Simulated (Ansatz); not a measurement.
# C (P-1) in Ansatz: convergence with ecutrho ratio

Aim: find how far ecutrho ratio must go before the results for C settle, at PBEsol. This setting moves, with any that are tied to it; all else stays.

Everything below comes from runs of Ansatz 0.2.0. Logs are shortened: lines on timing, memory, paths and dates and some standing lists are left out, and cuts for length are marked.

**1. The cell of the first run**

The typed cell holds 1 atom: a = 4.262 Å, b = 4.302 Å, c = 1.266 Å, α = 89.68°, β = 90.82°, γ = 90.12°.

The cell was built by a generator and needn't be a form met in nature.

The cell isn't the ideal one: cell strained at random at fixed volume.

**2. With ecutrho ratio 4**

Contents of input.yaml:

```yaml
crystal:
  lattice:
    - [4.261817, -0.004626, -0.030393]
    - [-0.004626, 4.3021, 0.011774]
    - [-0.009159, 0.003548, 1.2664]
  atoms:
    - { symbol: C, position: [0.496, 0.499722, 0.549705] }
hamiltonian:
  xc: pbesol
  pseudopotentials: { kind: paw, level: accurate }
kpoints:
  mp_grid: { grid: [5, 5, 15] }
scf:
  occupations: { method: gaussian, width: 0.05 }
output:
  forces: true
  stress: true
  eigenvalues: true
basis:
  ecutrho_ratio: 4
```

Potentials or basis: Ansatz PAW earlier set.

Command:

```
ansatz run input.yaml --threads 2 --pin off --max-ram 5632MiB --backend cpu --events-out ev --progress --plain --runs-dir out
```

The program printed:

```text
Warning: RAYON_NUM_THREADS=2 ignored (pool sized by the plan → 2); use --threads N
Engine: ansatz 0.2.0, aarch64-unknown-linux-gnu
Pseudopotentials: kind: paw, level: accurate
Pseudopotential: C, paw, valence charge 4, recommended cutoff 800 eV (normal), C.paw.azcp#accurate
Functional definition: PBEsol
  exchange = pbesol_x
  correlation = pbesol_c
Crystal: 1 atoms, lattice volume = 23.218 Å³
Basis set: ecut = 800 eV, 1177 PW (Γ), exchange–correlation on 80×80×24 points (8 copies of the dense FFT grid, shifted against one another)
Bands: 6, of which v1, the nominal top of the filled ones, is band 2 counted from 1 (1 counted from 0)
Symmetry: 2 space group operations
Space group: P-1 (ITA 2), of the structure as read, at distance tolerance 2.9e-5 Å
k-points: 188 of 375
Non-local potential: C, projectors of the file, l = 0: 2, l = 1: 2, l = 2: 2, l = 3: 1, l = 4: 1
PAW form: soft (Blöchl's): semilocal exchange-correlation on the pseudo side does not see the compensation charge
PAW frozen core: C, regenerated for the run's functional, and the local potential with it (the file was generated under x = pbe(κ = 0.804, μ = 0.2195149727645171), c = pbe(β = 0.06672455060314922))
PAW one-centre angular grid: C, 194 points (default); XC on 64 Gauss nodes
Initial density: superposition of atomic densities (chi_scale 0.1, normalization cell)
Initial wavefunctions: pseudopotential atomic-orbital guess
Functional: x = pbesol(κ = 0.804, μ = 0.12345679012345678), c = pbesol(β = 0.046)
SCF iter   1: F=—  HF=-246.386110 eV  |F-HF|=—  |Δ(HF+E_count)|=         —  Δρ=9.38e-2  dr2=1.92e0  ethr=3.10e-3  ⟨swp⟩=5.4  Hψ=11222  notcnv=0
preconditioner: auto → LDOS  [metal: Δε(μ)=0.002 eV  Ē_g=19.916 eV  σ=0.050 eV  W_gap=0.03  n_scr=4 (ndim 8)  ℏωp=14.1 eV  f_vac=0.234  D(μ)=2.27/eV (n_scr^D=24)  β→1.0]
SCF iter   2: F=—  HF=-245.562833 eV  |F-HF|=—  |Δ(HF+E_count)|=   8.23e-1  Δρ=2.76e-2  dr2=1.67e-1  ethr=3.10e-3  ⟨swp⟩=2.8  Hψ=4091  notcnv=0  defer=75
SCF iter   3: F=—  HF=-245.533451 eV  |F-HF|=—  |Δ(HF+E_count)|=   2.94e-2  Δρ=8.88e-3  dr2=4.50e-2  ethr=3.10e-3  ⟨swp⟩=2.0  Hψ=1708  notcnv=0  defer=75
SCF iter   4: F=—  HF=-245.521416 eV  |F-HF|=—  |Δ(HF+E_count)|=   1.20e-2  Δρ=1.78e-3  dr2=4.63e-4  ethr=1.13e-3  ⟨swp⟩=3.0  Hψ=2146  notcnv=0  defer=75
SCF iter   5: F=—  HF=-245.521775 eV  |F-HF|=—  |Δ(HF+E_count)|=   3.59e-4  Δρ=8.70e-4  dr2=7.75e-5  ethr=1.16e-5  ⟨swp⟩=2.3  Hψ=1875  notcnv=0  defer=75
SCF iter   6: F=—  HF=-245.521794 eV  |F-HF|=—  |Δ(HF+E_count)|=   1.95e-5  Δρ=7.11e-5  dr2=6.01e-7  ethr=1.94e-6  ⟨swp⟩=2.0  Hψ=1433  notcnv=0  defer=75
SCF iter   7: F=-245.521797 eV  HF=-245.521797 eV  |F-HF|=2.29e-9  |Δ(HF+E_count)|=   2.74e-6  Δρ=1.57e-5  dr2=5.34e-8  ethr=2.50e-9  ⟨swp⟩=9.0  Hψ=7803  notcnv=0
SCF 1 converged in 7 iterations: F = -245.521797 eV  dr2 = 5.34e-8
SCF converged after 7 iterations
Free energy (F): -245.521797 eV
Harris-Foulkes:  -245.521797 eV  (|F-HF|=2.29e-9)
Internal energy: -245.519321 eV  (E = F + TS)
E sigma→0 (E₀):  -245.520559 eV
Entropy (-TS):   -0.002476 eV (-2.476 meV/atom)
Fermi energy:    -0.262594 eV
--- Per-component energies (eV) ---
  E_band       = -36.810743
  E_kinetic    = 103.635262
  E_local      = -271.969247  (includes V_loc(G=0)·N_el)
  E_nonlocal   = 9.271761
  E_hartree    = 93.019048
  E_xc         = -46.406385
  E_vxc        = -58.904795  (∫ρ·V_xc dr)
  E_paw        = -95.197343  (= ΣΔE_a, less E_core_relax)
  E_vpaw       = -4.884954  (= ΣTr[D̂ρ^β], less what the cores' own moments, if any, meet on the grid)
  E_core_relax = -0.000924  (the energy of the cores' relaxation)
  E_aug_tail   = 0.000003  (compensation charges beyond the density's cutoff)
  E_ewald      = -37.892712
  E_core_change = 0.021216  (= ΣΔE_core)
  E_smearing   = -0.002476  (= −TS)
  E_closure    = -0.000000  (closes the sum)
  Σ components = -245.521797   (vs F -245.521797, Δ=0.00e0)
--- Forces (eV/Å), atoms counted from 1 ---
  atom   1  C      0.00000000     0.00000000     0.00000000
  max |Σ_I F_I| component: 0.00e0 eV/Å
--- Stress (GPa, compression-positive) ---
       -0.476141       0.000524      -0.083859
        0.000524      -0.428766       0.032558
       -0.083858       0.032559      11.488412
  P = ⅓ Tr σ = 3.5278 GPa (35.278 kbar)
--- Band table (eV; the first three rows and the last of 188) ---
  k-point 0: bands = ["-17.2301", "-6.1989", "-6.1806", "2.9598", "7.1971", "11.7314"]
  k-point 1: bands = ["-16.9968", "-5.8057", "-5.7875", "3.3267", "7.6139", "12.1381"]
  k-point 2: bands = ["-16.3138", "-4.6303", "-4.6125", "4.4147", "8.8640", "13.3559"]
  k-point 187: bands = ["-16.9564", "-6.1090", "-5.8895", "5.2981", "6.8812", "8.8818"]
```

Wall time 2.5 s (2 threads of Arm Neoverse V2, shared host); peak memory 0.36 GiB.

Results:

| Quantity | Value |
| --- | --- |
| Free energy | -245.5218 eV |
| Pressure | 3.5 GPa |
| Band gap on the k mesh | none (metal or under the smearing width) |

**3. With ecutrho ratio 5**

input.yaml, as its differences from that of step 2:

```diff
@@ -19,2 +19,2 @@
 basis:
-  ecutrho_ratio: 4
+  ecutrho_ratio: 5
```

Potentials or basis: Ansatz PAW earlier set.

Command:

```
ansatz run input.yaml --threads 2 --pin off --max-ram 5632MiB --backend cpu --events-out ev --progress --plain --runs-dir out
```

Run time: 2.8 s. Hardware: 2 threads of Arm Neoverse V2, shared host; peak memory 0.38 GiB.

Results:

- Free energy: -245.5218 eV
- Pressure: 3.5 GPa
- Band gap on the k mesh: none (metal or under the smearing width)

**4. With ecutrho ratio 6**

input.yaml, as its differences from that of step 3:

```diff
@@ -19,2 +19,2 @@
 basis:
-  ecutrho_ratio: 5
+  ecutrho_ratio: 6
```

Command:

```
ansatz run input.yaml --threads 2 --pin off --max-ram 5632MiB --backend cpu --events-out ev --progress --plain --runs-dir out
```

Run time: 2.9 s. Hardware: 2 threads of Arm Neoverse V2, shared host; peak memory 0.39 GiB.

What came out:

- Free energy: -245.5218 eV
- Pressure: 3.5 GPa
- Band gap on the k mesh: none (metal or under the smearing width)

**5. With ecutrho ratio 8**

input.yaml, as its differences from that of step 4:

```diff
@@ -19,2 +19,2 @@
 basis:
-  ecutrho_ratio: 6
+  ecutrho_ratio: 8
```

Command:

```
ansatz run input.yaml --threads 2 --pin off --max-ram 5632MiB --backend cpu --events-out ev --progress --plain --runs-dir out
```

It took 2.8 s on 2 threads of Arm Neoverse V2, shared host; peak memory 0.42 GiB.

The run converged. Its results:

| Item | Value |
| --- | --- |
| Free energy | -245.5218 eV |
| Pressure | 3.5 GPa |
| Band gap on the k mesh | none (metal or under the smearing width) |

**6. With ecutrho ratio 10**

input.yaml, as its differences from that of step 5:

```diff
@@ -19,2 +19,2 @@
 basis:
-  ecutrho_ratio: 8
+  ecutrho_ratio: 10
```

Potentials or basis: Ansatz PAW earlier set.

Command:

```
ansatz run input.yaml --threads 2 --pin off --max-ram 5632MiB --backend cpu --events-out ev --progress --plain --runs-dir out
```

It took 2.6 s on 2 threads of Arm Neoverse V2, shared host; peak memory 0.44 GiB.

It converged, with:

```yaml
Free_energy: -245.5218 eV
Pressure: 3.5 GPa
Band_gap_on_the_k_mesh: none (metal or under the smearing width)
```

**7. With ecutrho ratio 12**

input.yaml, as its differences from that of step 6:

```diff
@@ -19,2 +19,2 @@
 basis:
-  ecutrho_ratio: 10
+  ecutrho_ratio: 12
```

Command:

```
ansatz run input.yaml --threads 2 --pin off --max-ram 5632MiB --backend cpu --events-out ev --progress --plain --runs-dir out
```

Run time: 3 s. Hardware: 2 threads of Arm Neoverse V2, shared host; peak memory 0.49 GiB.

The run converged. Its results:

```yaml
Free_energy: -245.5218 eV
Pressure: 3.5 GPa
Band_gap_on_the_k_mesh: none (metal or under the smearing width)
```

**8. Result**

```
ecutrho ratio  energy less the tightest run, at zero smearing (meV/atom)  SCF cycles  CPU time (s)  peak memory (GiB)
            4                                                       0.00           7           4.7               0.36
            5                                                       0.00           8           5.4               0.38
            6                                                       0.00           8           5.5               0.39
            8                                                       0.00           8           5.4               0.42
           10                                                       0.00           7           4.9               0.44
           12                                                       0.00           8           5.8               0.49
```

Against the tightest run, the energy stays within 1 meV/atom from 4 on. The tightest run that finished is the yardstick and may itself not be fully converged.

Caveats: the PAW data sets come from PBE, with cores solved anew for the run's functional, which leaves a small shift of forces and pressure.
